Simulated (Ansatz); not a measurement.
**GaN: band gap under strain**

How does strain move the band edges of GaN built on the zincblende prototype, and do the functionals agree on it? States: no strain; -4.0 % strain along z alone; -3.0 % strain along z alone.

The runs shown are made with Ansatz 0.2.0. PAW datasets, plane waves. Computed at 0 K without zero-point motion; spin polarisation is off.

**1. Starting point**

The unstrained cell was relaxed with r2SCAN; in each strained cell the atoms were relaxed again with r2SCAN. Names of k-points are those of the unstrained zone, where strain can split equivalent points. First state: no strain.

Space group F-43m (No. 216), cubic; a = 4.498 Å in the conventional setting, 11.37 Å³ an atom. Ga has 4 N at 1.95 Å; N has 4 Ga at 1.95 Å.

Coordinates:

```cif
data_structure
_symmetry_space_group_name_H-M 'F-43m'
_symmetry_Int_Tables_number 216
_cell_length_a 4.4979
_cell_length_b 4.4979
_cell_length_c 4.4979
_cell_angle_alpha 90.000
_cell_angle_beta 90.000
_cell_angle_gamma 90.000
_cell_volume 91.00
loop_
_atom_site_label
_atom_site_type_symbol
_atom_site_symmetry_multiplicity
_atom_site_Wyckoff_symbol
_atom_site_fract_x
_atom_site_fract_y
_atom_site_fract_z
_atom_site_occupancy
Ga1 Ga 4 a 0.00000 0.00000 0.00000 1
N1 N 4 d 0.25000 0.25000 0.75000 1
```

**2. No strain: PBE**

input.yaml

```yaml
crystal:
  lattice:
    - [0.0, 2.2489525411, 2.2489525411]
    - [2.2489525411, 0.0, 2.2489525411]
    - [2.2489525411, 2.2489525411, 0.0]
  atoms:
    - { symbol: Ga, position: [0.0, 0.0, 0.0] }
    - { symbol: "N", position: [0.25, 0.25, 0.25] }
kpoints:
  mp_grid: { grid: [10, 10, 10] }
  band_path:
    path:
      - [0.0, 0.0, 0.0]
      - [-0.5, -0.5, 0.0]
      - [-0.375, -0.375, 0.25]
      - [-0.375, 0.0, 0.375]
      - [0.0, 0.0, 0.5]
      - [-0.5, -0.25, 0.25]
    npoints: 1
hamiltonian:
  xc: pbe
scf:
  occupations: { method: fermi_dirac, width: 0.02 }
  n_extra_bands: 4
output:
  forces: true
  stress: true
  eigenvalues: true
```

Run with:

```
> ansatz run input.yaml --threads 2 --pin off --max-ram 20275MiB --backend cpu --events-out ev --progress --plain --runs-dir out
```

The runs that follow: No strain: r2SCAN; No strain: HSE06; No strain: r2SCAN+SOC; No strain: r2SCAN; No strain: G0W0@PBE; -4.0 % strain along z alone: PBE; -4.0 % strain along z alone: r2SCAN; -4.0 % strain along z alone: HSE06; -4.0 % strain along z alone: r2SCAN+SOC; -4.0 % strain along z alone: r2SCAN; -4.0 % strain along z alone: G0W0@PBE; -3.0 % strain along z alone: PBE; -3.0 % strain along z alone: r2SCAN; -3.0 % strain along z alone: HSE06; -3.0 % strain along z alone: r2SCAN+SOC; -3.0 % strain along z alone: r2SCAN; -3.0 % strain along z alone: G0W0@PBE.

Q: Predict the outcome of this session.

**Answer**, as computed:

Least gap in eV (negative: overlap), with the change from the unstrained cell in brackets. G0W0 is on its own coarse mesh.

```
                      state  volume change (%)           PBE        r2SCAN         HSE06          G0W0
                  no strain               +0.0          1.76          2.17          3.01          2.86
-4.0 % strain along z alone               -4.0  1.89 (+0.13)  2.32 (+0.15)  3.18 (+0.17)  3.08 (+0.22)
-3.0 % strain along z alone               -3.0  1.86 (+0.10)  2.28 (+0.11)  3.14 (+0.13)  3.02 (+0.16)
```

In words: The largest move of the HSE06 gap in the table is +0.179 eV, under -4.0 % strain along z alone. PBE and HSE06 differ by 1.25 eV on the unstrained gap, and by at most 0.04 eV on its change: the two disagree on the size of the gap but agree on its response to strain. No extrapolation in bands, cutoff or mesh was made for G0W0.
